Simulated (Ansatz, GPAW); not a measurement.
Given: the input of a run of GPAW 26.7.0 (ASE script) on CoO. 

Contents of run.py:

```python
from ase import Atoms
from ase.dft.bandgap import bandgap
from ase.io import write
from ase.units import Bohr, GPa
from gpaw import GPAW, PW
from gpaw.elf import elf_from_dft_calculation

atoms = Atoms(['Co', 'O'],
              cell=[[0.0, 2.1315, 2.1315],
                    [2.1315, 0.0, 2.1315],
                    [2.1315, 2.1315, 0.0]],
              scaled_positions=[[0.0, 0.0, 0.0],
                                [0.5, 0.5, 0.5]],
              pbc=True)
atoms.set_initial_magnetic_moments([2.0, 0.0])

calc = GPAW(mode=PW(800),
            xc='PBE',
            kpts={'size': (11, 11, 11), 'gamma': True},
            occupations={'name': 'methfessel-paxton', 'order': 0, 'width': 0.025},
            nbands=17,
            convergence={'density': 1e-05, 'energy': 1e-05},
            maxiter=150,
            txt='gpaw.txt')
atoms.calc = calc
energy = atoms.get_potential_energy()
forces = atoms.get_forces()
stress = atoms.get_stress()
calc.write('gs.gpw')
write('result.traj', atoms)
print(f'Energy: {energy:.6f} eV')
print('Forces (eV/A):')
print(forces.round(4))
print('Stress (GPa):', (stress / GPa).round(3))
print('Moments:', calc.get_magnetic_moments().round(3))
print('Fermi level:', round(calc.get_fermi_level(), 4), 'eV')
print(f'Gap: {bandgap(calc)[0]:.4f} eV, direct: {bandgap(calc, direct=True)[0]:.4f} eV')

# fields on the real-space grid
write('density.cube', atoms, data=calc.get_pseudo_density() * Bohr**3)
write('potential.cube', atoms, data=calc.get_electrostatic_potential())
write('spin.cube', atoms, data=(calc.get_pseudo_density(spin=0) - calc.get_pseudo_density(spin=1)) * Bohr**3)
write('elf.cube', atoms, data=elf_from_dft_calculation(calc).data)
```

Potentials or basis: GPAW PAW data sets (gpaw-data 1.2.1), pw.

Command:

```sh
$ OMP_NUM_THREADS=1 python run.py
```

Q: Set up the same calculation for Ansatz 0.2.0. Potentials or basis there: Ansatz PAW, cutoff 420 eV.

A: As run (cutoffs and basis follow the program's own potentials, and thresholds, step limits or extra output files can differ):

File input.yaml:

```yaml
crystal:
  lattice:
    - [0.0, 2.1315, 2.1315]
    - [2.1315, 0.0, 2.1315]
    - [2.1315, 2.1315, 0.0]
  atoms:
    - { symbol: Co, position: [0.0, 0.0, 0.0], spin: 2.0 }
    - { symbol: O, position: [0.5, 0.5, 0.5] }
hamiltonian:
  xc: pbe
  pseudopotentials: { kind: paw }
magnetization:
  spin_polarized: true
kpoints:
  mp_grid: { grid: [11, 11, 11] }
scf:
  occupations: { method: gaussian, width: 0.025 }
output:
  forces: true
  stress: true
  eigenvalues: true
  write_density: true
  write_potential: true
  elf: true
  volumetric_format: npy
```

Potentials or basis: Ansatz PAW.

Command:

```console
$ ansatz run input.yaml --threads 2 --pin off --max-ram 5632MiB --backend cpu --events-out ev --progress --plain --runs-dir out
```

Both were run:

|  | GPAW | Ansatz |
| --- | --- | --- |
| Pressure | -1.1 GPa | -1.6 GPa |
| Net moment | 2.98 μB per cell | 2.98 μB per cell |

Ansatz's pressure holds a Pulay term of +0.74 GPa for its cutoff of 420 eV, which the other run lacks.

The potentials hold 15 and 23 valence electrons a cell.

Where Ansatz's input types no cutoff or centring, it takes its own default and a Γ-centred mesh.

The magnetic state is the one that the start led to; the real crystal's order can differ.

Pressure is positive in compression.
